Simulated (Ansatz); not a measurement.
# GaAs (F-43m) in Ansatz: further runs

The runs below take GaAs through band structure, with PBE, BLYP.

Everything below comes from runs of Ansatz 0.2.0. Logs are shortened: lines on timing, memory, paths and dates and some standing lists are left out, and cuts for length are marked.

**What was measured.**

From “Evidence of valence band perturbations in GaAsN/GaAs(001): A combined variable-angle spectroscopic ellipsometry and modulated photoreflectance investigation”, 2008, arxiv:0805.2212, for a bulk crystal of GaAs at 300 K: band gap 1.418 ± 0.005 eV (direct).

The runs below are set against these values where they give the same quantity.

## Step 1: Starting point

Symmetry: F-43m, No. 216, cubic system. Conventional cell: a = 5.654 Å, b = 5.654 Å, c = 5.654 Å, α = 90.00°, β = 90.00°, γ = 90.00°. As (site symmetry -43m) has 4 Ga at 2.45 Å as nearest neighbours. Ga (site symmetry -43m) is surrounded by 4 As at 2.45 Å.

## Step 2: Band structure, PBE

The input, input.yaml:

```yaml
crystal:
  lattice:
    - [0.0, 2.82685, 2.82685]
    - [2.82685, 0.0, 2.82685]
    - [2.82685, 2.82685, 0.0]
  atoms:
    - { symbol: As, position: [0.75, 0.75, 0.75] }
    - { symbol: Ga, position: [0.0, 0.0, 0.0] }
kpoints:
  mp_grid: { grid: [8, 8, 8] }
  band_path:
    path:
      - [0.0, 0.0, 0.0]
      - [0.5, 0.0, 0.5]
      - [0.5, 0.25, 0.75]
      - [0.375, 0.375, 0.75]
      - [0.0, 0.0, 0.0]
      - [0.5, 0.5, 0.5]
      - [0.625, 0.25, 0.625]
      - [0.5, 0.25, 0.75]
    npoints: 8
scf:
  occupations: { method: fermi_dirac, width: 0.05 }
hamiltonian:
  xc: pbe
  pseudopotentials: { kind: all_electron, lapw: { basis_error: 0.001 } }
output:
  forces: true
  stress: true
  eigenvalues: true
```

Potentials or basis: all-electron LAPW, scalar-relativistic.

On the command line:

```sh
$ ansatz run input.yaml --threads 1 --pin off --max-ram 3072MiB --backend cpu --events-out ev --progress --plain --runs-dir out
```

What it wrote:

```text
Warning: RAYON_NUM_THREADS=1 ignored (pool sized by the plan → 1); use --threads N
LAPW: plane waves up to 9.105 Å⁻¹, error target 1.0e-3 eV per atom; small_component_spin mean_spin; Ga in spheres of 1.234 Å, 21 of its electrons in bands, Dirac shells []; As in spheres of 1.214 Å, 23 of its electrons in bands, Dirac shells [] (how accurate: hamiltonian.pseudopotentials.lapw.basis_error, Limitations)
Engine: ansatz 0.2.0, x86_64-unknown-linux-gnu
Pseudopotentials: kind: all_electron
Pseudopotential: As, LAPW, valence charge 23, lapw/all_electron/scalar/gaussian/As, Koelling and Harmon's equation, gaussian nucleus
Pseudopotential: Ga, LAPW, valence charge 21, lapw/all_electron/scalar/gaussian/Ga, Koelling and Harmon's equation, gaussian nucleus
Functional definition: PBE
  parameter kappa = 0.804
  parameter beta = 0.06672455060314922
  exchange = pbe_x(kappa = kappa, mu = beta*pi^2/3)
  correlation = pbe_c(beta = beta)
Crystal: 2 atoms, lattice volume = 45.179 Å³
Basis set: ecut = 315.8813583527666 eV, 561 PW (Γ), exchange–correlation at level 2
Bands: 27, of which v1, the nominal top of the filled ones, is band 22 counted from 1 (21 counted from 0)
Symmetry: 24 space group operations
Space group: F-43m (ITA 216), of the structure as read, at distance tolerance 3.6e-5 Å
k-points: 29 of 512 (time reversal used)
Non-local potential: As, projectors of the file, none
Non-local potential: Ga, projectors of the file, none
Initial density: superposition of atomic densities (chi_scale 0.1, normalization cell, long waves kept (reshape's long-wave potential 0.00 eV rms))
Initial wavefunctions: plane waves of lowest kinetic energy (no species holds an atomic orbital)
Functional: x = pbe(κ = 0.804, μ = 0.2195149727645171), c = pbe(β = 0.06672455060314922)
iter 1 solved again at ethr=1.31e-3 eV; its pass at ethr=1.00e-1 eV (dr2=5.78e-1 eV) is discarded
SCF iter   1: F=—  HF=-114424.608833 eV  |F-HF|=—  |Δ(HF+E_count)|=         —  Δρ=3.06e-2  dr2=5.79e-1  ethr=1.31e-3  ⟨swp⟩=2.0  Hψ=4834  notcnv=0
preconditioner: auto → none  [insulator: Δε(μ)=0.701 eV  Ē_g=15.932 eV  σ=0.050 eV  W_gap=1.00  n_scr=14 (ndim 8)  ℏωp=23.4 eV  f_vac=0.115  D(μ)=0.00/eV (n_scr^D=0)  ε∞_Penn≈3.2]
SCF iter   2: F=—  HF=-114424.467419 eV  |F-HF|=—  |Δ(HF+E_count)|=   1.41e-1  Δρ=1.22e-2  dr2=6.40e-2  ethr=1.31e-3  ⟨swp⟩=2.3  Hψ=2334  notcnv=0
SCF iter   3: F=—  HF=-114424.454467 eV  |F-HF|=—  |Δ(HF+E_count)|=   1.30e-2  Δρ=5.46e-3  dr2=1.27e-2  ethr=1.45e-4  ⟨swp⟩=2.0  Hψ=2319  notcnv=0
iter 4 solved again at ethr=1.04e-6 eV; its pass at ethr=2.89e-5 eV (dr2=4.59e-4 eV) is discarded
SCF iter   4: F=—  HF=-114424.450834 eV  |F-HF|=—  |Δ(HF+E_count)|=         —  Δρ=1.07e-3  dr2=4.57e-4  ethr=1.04e-6  ⟨swp⟩=2.0  Hψ=3813  notcnv=0
the basis was enlarged: its passes take 130.7 KiB over the memory plan, 1 of 1 planned eigensolver slots
SCF iter   5: F=—  HF=-114424.450763 eV  |F-HF|=—  |Δ(HF+E_count)|=   7.13e-5  Δρ=2.15e-4  dr2=1.24e-5  ethr=1.04e-6  ⟨swp⟩=2.8  Hψ=2207  notcnv=0
SCF iter   6: F=—  HF=-114424.450781 eV  |F-HF|=—  |Δ(HF+E_count)|=   1.81e-5  Δρ=8.35e-5  dr2=2.35e-6  ethr=2.81e-8  ⟨swp⟩=3.0  Hψ=2279  notcnv=0
SCF iter   7: F=-114424.450786 eV  HF=-114424.450786 eV  |F-HF|=1.80e-7  |Δ(HF+E_count)|=   5.39e-6  Δρ=1.40e-5  dr2=7.42e-8  ethr=5.34e-9  ⟨swp⟩=3.0  Hψ=2293  notcnv=0
SCF 1 converged in 7 iterations: F = -114424.450786 eV  dr2 = 7.42e-8
NSCF: frozen V_eff on 57 k-points
SCF converged after 7 iterations
Free energy (F): -114424.450786 eV
Harris-Foulkes:  -114424.450786 eV  (|F-HF|=1.80e-7)
Internal energy: -114424.450762 eV  (E = F + TS)
E sigma→0 (E₀):  -114424.450774 eV
Entropy (-TS):   -0.000024 eV (-0.012 meV/atom)
Fermi energy:    9.642969 eV
--- Per-component energies (eV) ---
  E_band       = -2120.886668
  E_kinetic    = 116839.768107
  E_xc         = -4342.503903
  E_electrostatic = -226921.714966  (all electrons and nuclei)
  E_smearing   = -0.000024  (= −TS)
  E_closure    = 0.000000  (closes the sum)
  E_atoms      = -114416.203472  (free atoms, spherical and without spin; not in F)
  Σ components = -114424.450786   (vs F -114424.450786, Δ=0.00e0)
  Basis errors (estimates in eV, not in F): energy 4.3e-4 per atom: plane waves 4.0e-4 (2.3e-4 summed), levels above the bands 1.9e-76, relativity 3.2e-8, radial functions 3.4e-5, core shells 6.7e-11; eigenvalues (radial functions only) 8.7e-7; not estimated: angular momenta, meshes, grids; target (lapw.basis_error) 1.0e-3; muffin-tin radii Ga 1.234 Å, As 1.214 Å
--- Forces (eV/Å), atoms counted from 1 ---
  atom   1  As    -0.00000000     0.00000000     0.00000000
  atom   2  Ga     0.00000000    -0.00000000    -0.00000000
  max |Σ_I F_I| component: 2.08e-17 eV/Å
--- Stress (GPa, compression-positive) ---
        3.273495       0.000000      -0.000000
        0.000000       3.273495       0.000000
       -0.000000       0.000000       3.273495
  P = ⅓ Tr σ = 3.2735 GPa (32.735 kbar)
--- Band table (eV; the first three rows and the last of 29) ---
  k-point 0: bands = ["-175.3707", "-134.2562", "-118.7428", "-118.7428", "-118.7428", "-84.9877", "-84.9877", "-84.9877", "-25.7912", "-25.7912", "-25.7912", "-25.7817", "-25.7817", "-5.4244", "-5.4244", "-5.4244", "-5.3461", "-5.3461", "-3.3727", "9.3535", "9.3535", "9.3535", "9.8741", "13.0941", "13.0941", "13.0941", "16.9516"]
  k-point 1: bands = ["-175.3707", "-134.2562", "-118.7428", "-118.7428", "-118.7428", "-84.9877", "-84.9877", "-84.9877", "-25.7912", "-25.7911", "-25.7911", "-25.7817", "-25.7817", "-5.4382", "-5.4208", "-5.4208", "-5.3463", "-5.3463", "-3.1900", "7.3933", "9.1180", "9.1180", "10.9489", "13.4416", "13.4416", "13.5537", "17.8885"]
  k-point 2: bands = ["-175.3707", "-134.2562", "-118.7428", "-118.7428", "-118.7428", "-84.9877", "-84.9877", "-84.9877", "-25.7911", "-25.7908", "-25.7908", "-25.7816", "-25.7816", "-5.4684", "-5.4131", "-5.4131", "-5.3458", "-5.3458", "-2.6801", "5.2199", "8.6767", "8.6767", "10.8095", "13.9596", "13.9596", "15.3121", "18.3276"]
  k-point 28: bands = ["-175.3707", "-134.2562", "-118.7428", "-118.7428", "-118.7428", "-84.9877", "-84.9877", "-84.9877", "-25.7910", "-25.7906", "-25.7894", "-25.7819", "-25.7811", "-5.5248", "-5.3927", "-5.3801", "-5.3566", "-5.3424", "-0.8149", "2.7310", "5.8235", "6.0165", "13.9795", "14.0777", "14.7720", "15.4036", "20.4307"]
```

Wall time 41 s (1 thread of Intel Xeon at 2.50GHz (Skylake/Cascade Lake), shared host); peak memory 0.32 GiB.

What came out:

- Free energy: -114424.4508 eV
- Pressure: 3.3 GPa
- Band gap on the k mesh: 0.52 eV, direct
- Band gap along the path: 0.52 eV, direct

Levels at the corners of the path, in eV from the valence-band top:
```tsv
point	band 19	band 20	band 21	band 22	band 23	band 24	band 25	band 26
Γ	-12.73	0.00	0.00	0.00	0.52	3.74	3.74	3.74
X	-10.23	-6.81	-2.67	-2.67	1.47	1.66	10.18	10.18
W	-10.17	-6.62	-3.53	-3.34	4.63	4.72	5.42	6.05
K	-10.26	-6.62	-3.85	-2.25	1.97	4.64	7.96	8.07
Γ	-12.73	0.00	0.00	0.00	0.52	3.74	3.74	3.74
L	-10.96	-6.63	-1.14	-1.14	1.01	4.65	4.65	7.76
U	-10.26	-6.62	-3.85	-2.25	1.97	4.64	7.96	8.07
W	-10.17	-6.62	-3.53	-3.34	4.63	4.72	5.42	6.05
```

## Step 3: Band structure, BLYP

Edit input.yaml of step 2 so:

```diff
@@ -20,3 +20,3 @@
       - [0.5, 0.25, 0.75]
-    npoints: 8
+    npoints: 6
 scf:
@@ -24,3 +24,3 @@
 hamiltonian:
-  xc: pbe
+  xc: blyp
   pseudopotentials: { kind: all_electron, lapw: { basis_error: 0.001 } }
```

Potentials or basis: all-electron LAPW, scalar-relativistic.

On the command line:

```sh
$ ansatz run input.yaml --threads 1 --pin off --max-ram 3072MiB --backend cpu --events-out ev --progress --plain --runs-dir out
```

It took 30 s on 1 thread of Intel Xeon at 2.50GHz (Skylake/Cascade Lake), shared host; peak memory 0.33 GiB.

The run converged. Its results:

| Item | Value |
| --- | --- |
| Free energy | -114444.9181 eV |
| Pressure | 6.9 GPa |
| Band gap on the k mesh | 0.35 eV, direct |
| Band gap along the path | 0.35 eV, direct |

Levels at the corners of the path, in eV from the valence-band top:
```
point  band 20  band 21  band 22  band 23  band 24  band 25
    Γ     0.00     0.00     0.00     0.35     3.78     3.78
    X    -6.83    -2.64    -2.64     1.64     1.75    10.10
    W    -6.66    -3.45    -3.26     4.56     4.88     5.44
    K    -6.65    -3.77    -2.22     2.07     4.69     7.97
    Γ     0.00     0.00     0.00     0.35     3.78     3.78
    L    -6.61    -1.13    -1.13     0.97     4.73     4.73
    U    -6.65    -3.77    -2.22     2.07     4.69     7.97
    W    -6.66    -3.45    -3.26     4.56     4.88     5.44
```

## Step 4: Comparison with measurements

Step 2. A measured gap of GaAs is 1.418 eV (direct; 300 K; “Evidence of valence band perturbations in GaAsN/GaAs(001): A combined variable-angle spectroscopic ellipsometry and modulated photoreflectance investigation”, 2008, arxiv:0805.2212); the calculated 0.52 eV misses it by -0.90 eV. 3 values of this kind are on record (1.412 to 1.51 eV); this one was drawn at random among those near their median, those with a stated uncertainty first. Spin-orbit coupling on As, Ga is left out. The value is that of PBE, without temperature or zero-point motion. Semilocal functionals fall short of measured gaps as a rule.

Step 3. A measured gap of GaAs is 1.418 eV (direct; 300 K; “Evidence of valence band perturbations in GaAsN/GaAs(001): A combined variable-angle spectroscopic ellipsometry and modulated photoreflectance investigation”, 2008, arxiv:0805.2212); the calculated 0.35 eV misses it by -1.07 eV. So large a miss can be the level of theory's own, or it may mean another phase, state or a wrong row. 3 values of this kind are on record (1.412 to 1.51 eV); this one was drawn at random among those near their median, those with a stated uncertainty first. Spin-orbit coupling on As, Ga is left out. The value is that of BLYP, without temperature or zero-point motion. Semilocal functionals fall short of measured gaps as a rule.
